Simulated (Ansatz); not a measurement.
## C: one atom moved over a plane

All numbers below come from DFT LDA, scalar-relativistic, plane waves, PAW (Ansatz 0.2.0). The runs took a 420 eV cutoff, a Γ-centred 16×16×16 mesh and Gaussian smearing (0.03 eV). No spin polarisation. Energies are free energies at this smearing, counted from the undisturbed cell; pressure is positive in compression.

The undisturbed cell (relaxed at this level; this form isn't the usual structure):

```
C
1.0
     0.00000    2.11665    3.35975
     1.22278    0.00000    3.35975
     1.22278    2.11665    0.00000
C
2
Direct
  0.16671 0.83329 0.16671
  0.83329 0.16671 0.83329
```

The cell holds layers and no dispersion correction was added, so their binding is poorly described.

Atom 1 (C) is moved by p along (0.707, 0.707, 0.000) and q along (0.000, 0.000, 1.000) (Å), all else fixed. Points are written (p, q).

p was sampled at -0.200, -0.100, 0.000, 0.100, 0.200 and q at -0.200, -0.100, 0.000, 0.100, 0.200.

Q: Where on the computed points is the energy highest, and how high?

A: At (0.200, -0.200), (0.200, 0.200): 1.50 eV/cell.

Q: Away from (0, 0), which computed point is lowest?

A: (0.000, -0.100), (0.000, 0.100): 0.09 eV/cell.

The map, in eV/cell:

```csv
p \ q,-0.200,-0.100,0.000,0.100,0.200
-0.200,1.24,1.05,0.99,1.05,1.24
-0.100,0.59,0.35,0.27,0.35,0.59
0.000,0.35,0.09,0.00,0.09,0.35
0.100,0.62,0.38,0.30,0.38,0.62
0.200,1.50,1.33,1.27,1.33,1.50
```